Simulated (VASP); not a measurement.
# MgO (Fm-3m) in VASP: a series of runs, part 2 of 2

VASP 6.6.1.

## 3. Equation of state, PBE, 8.85 Å³/atom (volume scaled by 0.96)

Contents of INCAR:

```
SYSTEM = MgO
ALGO     = Normal         ! electronic algorithm
EDIFF    = 1E-7           ! SCF threshold, eV
ENCUT    = 520            ! plane-wave cutoff, eV
GGA      = PE             ! functional
ISIF     = 2              ! what is computed and relaxed
ISMEAR   = -1             ! smearing method
LASPH    = .TRUE.         ! aspherical terms in the spheres
LCHARG   = .FALSE.        ! write CHGCAR
LREAL    = .FALSE.        ! projectors in reciprocal space
LWAVE    = .FALSE.        ! write WAVECAR
NBANDS   = 11             ! bands
NELM     = 80             ! most SCF steps
PREC     = Accurate       ! precision mode
SIGMA    = 0.05           ! smearing width, eV
```

Contents of KPOINTS:

```
k-points
0
G
  11 11 11
  0 0 0
```

Contents of POSCAR:

```
MgO
1.0
    0.0000000000      2.0686600618      2.0686600618
    2.0686600618      0.0000000000      2.0686600618
    2.0686600618      2.0686600618      0.0000000000
Mg O
1 1
Direct
    0.0000000000      0.0000000000      0.0000000000
    0.5000000000      0.5000000000      0.5000000000
```

Potentials or basis: VASP PAW PBE potentials, release 64 (Mg, O).

Run with:

```bash
$ cat potpaw_PBE.64/Mg/POTCAR potpaw_PBE.64/O/POTCAR > POTCAR
$ mpirun -np 1 vasp_std > vasp.out
```

Run time: 8.6 s. Hardware: 1 thread of Intel Xeon Platinum 8488C (Sapphire Rapids), shared host; peak memory 0.14 GiB.

The run converged. Its results:

| Item | Value |
| --- | --- |
| Free energy | -11.8507 eV |
| Pressure | 14.0 GPa |
| Band gap on the k mesh | 5.27 eV, direct |

## 4. Equation of state, PBE, 9.04 Å³/atom (volume scaled by 0.98)

Contents of INCAR:

```
PREC = Accurate
ENCUT = 520
EDIFF = 1E-7
ISMEAR = -1
SIGMA = 0.05
LREAL = False
LASPH = True
NELM = 60
ALGO = Normal
ISIF = 2
LWAVE = False
LCHARG = False
GGA = PE
NBANDS = 11
```

Contents of KPOINTS:

```
regular mesh
0
Gamma
  11 11 11
```

Contents of POSCAR:

```
MgO
1.0
    0.0000000000      2.0829271338      2.0829271338
    2.0829271338      0.0000000000      2.0829271338
    2.0829271338      2.0829271338      0.0000000000
Mg O
1 1
Direct
    0.0000000000      0.0000000000      0.0000000000
    0.5000000000      0.5000000000      0.5000000000
```

Run with:

```bash
$ cat potpaw_PBE.64/Mg/POTCAR potpaw_PBE.64/O/POTCAR > POTCAR
$ mpirun -np 1 vasp_std > vasp.out
```

Run time: 8.8 s. Hardware: 1 thread of Intel Xeon Platinum 8488C (Sapphire Rapids), shared host; peak memory 0.14 GiB.

It converged, with:

* Free energy: -11.8788 eV
* Pressure: 9.9 GPa
* Band gap on the k mesh: 5.06 eV, direct

## 5. Equation of state, PBE, 9.41 Å³/atom (volume scaled by 1.02)

Contents of INCAR:

```
SYSTEM = MgO
PREC     = Accurate       ! precision mode
ENCUT    = 520            ! plane-wave cutoff, eV
EDIFF    = 1E-7           ! SCF threshold, eV
ISMEAR   = -1             ! smearing method
SIGMA    = 0.05           ! smearing width, eV
LREAL    = .False.        ! projectors in reciprocal space
LASPH    = .True.         ! aspherical terms in the spheres
NELM     = 60             ! most SCF steps
ALGO     = Normal         ! electronic algorithm
ISIF     = 2              ! what is computed and relaxed
LWAVE    = .False.        ! write WAVECAR
LCHARG   = .False.        ! write CHGCAR
GGA      = PE             ! functional
NBANDS   = 11             ! bands
```

Contents of KPOINTS:

```
regular mesh
0
Gamma
  11 11 11
  0 0 0
```

Contents of POSCAR:

```
MgO
1.0
    0.0000000000      2.1108892239      2.1108892239
    2.1108892239      0.0000000000      2.1108892239
    2.1108892239      2.1108892239      0.0000000000
Mg O
1 1
Direct
    0.0000000000      0.0000000000      0.0000000000
    0.5000000000      0.5000000000      0.5000000000
```

Run with:

```bash
$ cat potpaw_PBE.64/Mg/POTCAR potpaw_PBE.64/O/POTCAR > POTCAR
$ mpirun -np 1 vasp_std > vasp.out
```

Run time: 7.5 s. Hardware: 1 thread of Intel Xeon Platinum 8488C (Sapphire Rapids), shared host; peak memory 0.14 GiB.

It converged, with:

* Free energy: -11.9084 eV
* Pressure: 2.8 GPa
* Band gap on the k mesh: 4.66 eV, direct

## 6. Equation of state, PBE, 9.59 Å³/atom (volume scaled by 1.04)

Contents of INCAR:

```
PREC = Accurate ; ENCUT = 520
EDIFF = 1E-7 ; ISMEAR = -1
SIGMA = 0.05 ; LREAL = F
LASPH = T ; NELM = 100
ALGO = Normal ; ISIF = 2
LWAVE = F ; LCHARG = F
GGA = PE ; NBANDS = 11
```

Contents of KPOINTS:

```
regular mesh
0
Gamma
  11 11 11
```

Contents of POSCAR:

```
MgO
1.0
    0.0000000000      2.1245966808      2.1245966808
    2.1245966808      0.0000000000      2.1245966808
    2.1245966808      2.1245966808      0.0000000000
Mg O
1 1
Direct
    0.0000000000      0.0000000000      0.0000000000
    0.5000000000      0.5000000000      0.5000000000
```

Potentials or basis: VASP PAW PBE potentials, release 64 (Mg, O).

Run with:

```bash
$ cat potpaw_PBE.64/Mg/POTCAR potpaw_PBE.64/O/POTCAR > POTCAR
$ mpirun -np 1 vasp_std > vasp.out
```

It took 8.8 s on 1 thread of Intel Xeon Platinum 8488C (Sapphire Rapids), shared host; peak memory 0.14 GiB.

The run converged. Its results:

- Free energy: -11.9118 eV
- Pressure: -0.2 GPa
- Band gap on the k mesh: 4.47 eV, direct

## 7. Equation of state, PBE, 9.77 Å³/atom (volume scaled by 1.06)

Contents of INCAR:

```
SYSTEM = MgO
ALGO = Normal
EDIFF = 1E-7
ENCUT = 520
GGA = PE
ISIF = 2
ISMEAR = -1
LASPH = .True.
LCHARG = .False.
LREAL = .False.
LWAVE = .False.
NBANDS = 11
NELM = 80
PREC = Accurate
SIGMA = 0.05
```

Contents of KPOINTS:

```
k-points
0
Gamma
  11 11 11
  0 0 0
```

Contents of POSCAR:

```
MgO
1.0
    0.0000000000      2.1381295086      2.1381295086
    2.1381295086      0.0000000000      2.1381295086
    2.1381295086      2.1381295086      0.0000000000
Mg O
1 1
Direct
    0.0000000000      0.0000000000      0.0000000000
    0.5000000000      0.5000000000      0.5000000000
```

Run with:

```bash
$ cat potpaw_PBE.64/Mg/POTCAR potpaw_PBE.64/O/POTCAR > POTCAR
$ mpirun -np 1 vasp_std > vasp.out
```

Run time: 7.5 s. Hardware: 1 thread of Intel Xeon Platinum 8488C (Sapphire Rapids), shared host; peak memory 0.14 GiB.

The run converged. Its results:

```
Free energy            : -11.9084 eV
Pressure               : -3.0 GPa
Band gap on the k mesh : 4.30 eV, direct
```

## 8. Equation of state, PBE

Potentials or basis: VASP PAW PBE potentials, release 64 (Mg, O).

No new run: the results of the series are fitted here.

What came out:

- Equilibrium volume: 9.59 Å³/atom
- Bulk modulus: 152 GPa
- Pressure derivative of the bulk modulus: 4.2

Energy against volume, from the lowest point:
| volume (Å³/atom) | energy (meV/atom) |
| --- | --- |
| 8.668 | 49.54 |
| 8.853 | 30.54 |
| 9.037 | 16.52 |
| 9.221 | 7.06 |
| 9.406 | 1.68 |
| 9.590 | 0.00 |
| 9.775 | 1.68 |

## 9. Equation of state, PBEsol, 8.67 Å³/atom (volume scaled by 0.94)

Contents of INCAR:

```
SYSTEM = MgO
PREC = Accurate
ENCUT = 520
EDIFF = 1E-7
ISMEAR = -1
SIGMA = 0.05
LREAL = .False.
LASPH = .True.
NELM = 80
ALGO = Normal
ISIF = 2
LWAVE = .False.
LCHARG = .False.
GGA = PS
NBANDS = 11
```

Contents of KPOINTS:

```
Automatic mesh
0
Gamma
  11 11 11
  0 0 0
```

Contents of POSCAR:

```
MgO
1.0
    0.0000000000      2.0541934342      2.0541934342
    2.0541934342      0.0000000000      2.0541934342
    2.0541934342      2.0541934342      0.0000000000
Mg O
1 1
Direct
    0.0000000000      0.0000000000      0.0000000000
    0.5000000000      0.5000000000      0.5000000000
```

Potentials or basis: VASP PAW PBE potentials, release 64 (Mg, O).

Run with:

```bash
$ cat potpaw_PBE.64/Mg/POTCAR potpaw_PBE.64/O/POTCAR > POTCAR
$ mpirun -np 1 vasp_std > vasp.out
```

Run time: 7 s. Hardware: 1 thread of Intel Xeon Platinum 8488C (Sapphire Rapids), shared host; peak memory 0.14 GiB.

Results (log left out):

- Free energy: -12.4579 eV
- Pressure: 13.7 GPa
- Band gap on the k mesh: 5.39 eV, direct

Caveat: the PAW data sets were made with another functional, which shifts forces and pressure a little.

## 10. Equation of state, PBEsol, 8.85 Å³/atom (volume scaled by 0.96)

INCAR is that of step 9.

KPOINTS is that of step 9.

Contents of POSCAR:

```
MgO
1.0
    0.0000000000      2.0686600618      2.0686600618
    2.0686600618      0.0000000000      2.0686600618
    2.0686600618      2.0686600618      0.0000000000
Mg O
1 1
Direct
    0.0000000000      0.0000000000      0.0000000000
    0.5000000000      0.5000000000      0.5000000000
```

Run with:

```bash
$ cat potpaw_PBE.64/Mg/POTCAR potpaw_PBE.64/O/POTCAR > POTCAR
$ mpirun -np 1 vasp_std > vasp.out
```

Run time: 6.9 s. Hardware: 1 thread of Intel Xeon Platinum 8488C (Sapphire Rapids), shared host; peak memory 0.14 GiB.

It converged, with:

- Free energy: -12.4848 eV
- Pressure: 9.3 GPa
- Band gap on the k mesh: 5.17 eV, direct

Caveat: the PAW data sets were made with another functional, which shifts forces and pressure a little.

## 11. Equation of state, PBEsol, 9.04 Å³/atom (volume scaled by 0.98)

INCAR is that of step 10.

KPOINTS is that of step 10.

Contents of POSCAR:

```
MgO
1.0
    0.0000000000      2.0829271338      2.0829271338
    2.0829271338      0.0000000000      2.0829271338
    2.0829271338      2.0829271338      0.0000000000
Mg O
1 1
Direct
    0.0000000000      0.0000000000      0.0000000000
    0.5000000000      0.5000000000      0.5000000000
```

Run with:

```bash
$ cat potpaw_PBE.64/Mg/POTCAR potpaw_PBE.64/O/POTCAR > POTCAR
$ mpirun -np 1 vasp_std > vasp.out
```

It took 7 s on 1 thread of Intel Xeon Platinum 8488C (Sapphire Rapids), shared host; peak memory 0.14 GiB.

The run converged. Its results:

- Free energy: -12.5023 eV
- Pressure: 5.4 GPa
- Band gap on the k mesh: 4.96 eV, direct

Caveat: the PAW data sets were made with another functional, which shifts forces and pressure a little.

## 12. Equation of state, PBEsol, 9.41 Å³/atom (volume scaled by 1.02)

INCAR is that of step 11.

KPOINTS is that of step 11.

Contents of POSCAR:

```
MgO
1.0
    0.0000000000      2.1108892239      2.1108892239
    2.1108892239      0.0000000000      2.1108892239
    2.1108892239      2.1108892239      0.0000000000
Mg O
1 1
Direct
    0.0000000000      0.0000000000      0.0000000000
    0.5000000000      0.5000000000      0.5000000000
```

Potentials or basis: VASP PAW PBE potentials, release 64 (Mg, O).

Run with:

```bash
$ cat potpaw_PBE.64/Mg/POTCAR potpaw_PBE.64/O/POTCAR > POTCAR
$ mpirun -np 1 vasp_std > vasp.out
```

Run time: 6.9 s. Hardware: 1 thread of Intel Xeon Platinum 8488C (Sapphire Rapids), shared host; peak memory 0.14 GiB.

Results (log left out):

```yaml
Free_energy: -12.5120 eV
Pressure: -1.4 GPa
Band_gap_on_the_k_mesh: 4.57 eV, direct
```

Caveat: the PAW data sets were made with another functional, which shifts forces and pressure a little.

## 13. Equation of state, PBEsol, 9.59 Å³/atom (volume scaled by 1.04)

INCAR is that of step 12.

KPOINTS is that of step 12.

Contents of POSCAR:

```
MgO
1.0
    0.0000000000      2.1245966808      2.1245966808
    2.1245966808      0.0000000000      2.1245966808
    2.1245966808      2.1245966808      0.0000000000
Mg O
1 1
Direct
    0.0000000000      0.0000000000      0.0000000000
    0.5000000000      0.5000000000      0.5000000000
```

Run with:

```bash
$ cat potpaw_PBE.64/Mg/POTCAR potpaw_PBE.64/O/POTCAR > POTCAR
$ mpirun -np 1 vasp_std > vasp.out
```

Run time: 7 s. Hardware: 1 thread of Intel Xeon Platinum 8488C (Sapphire Rapids), shared host; peak memory 0.14 GiB.

Results (log left out):

```yaml
Free_energy: -12.5060 eV
Pressure: -4.3 GPa
Band_gap_on_the_k_mesh: 4.38 eV, direct
```

Caveat: the PAW data sets were made with another functional, which shifts forces and pressure a little.

## 14. Equation of state, PBEsol, 9.77 Å³/atom (volume scaled by 1.06)

INCAR is that of step 13.

KPOINTS is that of step 13.

Contents of POSCAR:

```
MgO
1.0
    0.0000000000      2.1381295086      2.1381295086
    2.1381295086      0.0000000000      2.1381295086
    2.1381295086      2.1381295086      0.0000000000
Mg O
1 1
Direct
    0.0000000000      0.0000000000      0.0000000000
    0.5000000000      0.5000000000      0.5000000000
```

Run with:

```bash
$ cat potpaw_PBE.64/Mg/POTCAR potpaw_PBE.64/O/POTCAR > POTCAR
$ mpirun -np 1 vasp_std > vasp.out
```

Run time: 7 s. Hardware: 1 thread of Intel Xeon Platinum 8488C (Sapphire Rapids), shared host; peak memory 0.14 GiB.

Results (log left out):

| Item | Value |
| --- | --- |
| Free energy | -12.4936 eV |
| Pressure | -6.9 GPa |
| Band gap on the k mesh | 4.21 eV, direct |

Caveat: the PAW data sets were made with another functional, which shifts forces and pressure a little.

## 15. Equation of state, PBEsol

Potentials or basis: VASP PAW PBE potentials, release 64 (Mg, O).

No new run: the results of the series are fitted here.

Results:

```
Equilibrium volume                      : 9.34 Å³/atom
Bulk modulus                            : 160 GPa
Pressure derivative of the bulk modulus : 4.2
```

Energy against volume, from the lowest point:
```
volume (Å³/atom)  energy (meV/atom)
           8.668              27.05
           8.853              13.57
           9.037               4.86
           9.221               0.49
           9.406               0.00
           9.590               3.01
           9.775               9.21
```

Caveat: the PAW data sets were made with another functional, which shifts forces and pressure a little.
